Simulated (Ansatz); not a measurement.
A run of Ansatz 0.2.0 is set up as follows.

Contents of input.yaml:

```yaml
crystal:
  lattice:
    - [0.0, 2.3495, 2.3495]
    - [2.3495, 0.0, 2.3495]
    - [2.3495, 2.3495, 0.0]
  atoms:
    - { symbol: Cd, position: [0.0, 0.0, 0.0] }
    - { symbol: O, position: [0.5, 0.5, 0.5] }
hamiltonian:
  xc: rpbe
  pseudopotentials: { kind: paw }
  dispersion: d3bj
kpoints:
  mp_grid: { grid: [10, 10, 10] }
scf:
  occupations: { method: fermi_dirac, width: 0.05 }
output:
  forces: true
  stress: true
relax:
  f_tol: 0.01
  max_steps: 40
  cell: { stress_tol: 0.05 }
```

Potentials or basis: Ansatz PAW.

The run is started by

```sh
$ ansatz run input.yaml --threads 2 --pin off --max-ram 5632MiB --backend cpu --events-out ev --progress --plain --runs-dir out
```

(1) What does it give for the space group after relaxing (to 0.05 Å)?

(2) What does it give for the relaxed cell?

(3) What does it give for the relaxed volume?

## Answers

(1) Fm-3m (No. 225).

(2) a = 3.242 Å, b = 3.242 Å, c = 3.242 Å, α = 60.00°, β = 60.00°, γ = 60.00°.

(3) 12.05 Å³/atom.

Caveat: the pressure holds a Pulay correction of +0.5 GPa for the finite cutoff; the PAW data sets come from PBE, with cores solved anew for the run's functional, which leaves a small shift of forces and pressure.
